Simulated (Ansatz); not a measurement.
# Hg in Ansatz: the effect of target pressure

The system is Hg.

```
Hg
1.0
    -1.87674    1.87674    1.91684
     1.87674   -1.87674    1.91684
     1.87674    1.87674   -1.91684
Hg
1
Direct
  0.50000 0.50000 0.00000
```

Alike in all runs:

```yaml
Program: Ansatz 0.2.0
Task: relaxation of cell and atoms
Functional: r2SCAN
Potentials_or_basis: Ansatz PAW
Cutoff: "500 eV (not typed: the program's choice for these potentials)"
k_mesh: 10 × 10 × 10
Occupations: fermi-dirac, width 0.05 eV
Spin: no spin polarisation
```

Each run relaxes the cell or the atoms first.

```csv
target pressure,relaxed volume (Å³/atom)
0 GPa,27.24
2 GPa,24.72
5 GPa,?
10 GPa,21.46
20 GPa,19.48
30 GPa,18.29
```

Problem. What does the run with target pressure 5 GPa give?

Solution. Relaxed volume 23.16 Å³/atom.

Worked out: A parabola through the other rows of the relaxed volume, of slope -0.484 Å³/atom per GPa there, gives 23.87 Å³/atom, against the run's 23.16.

Caveats: the plane-wave basis is chosen anew once the cell has moved, so the energies of steps on either side of that aren't comparable; the PAW data sets come from PBE, with cores solved anew for the run's functional, which leaves a small shift of forces and pressure; the volume moved by over 15 % at a fixed basis, so the end points are rough (some runs).
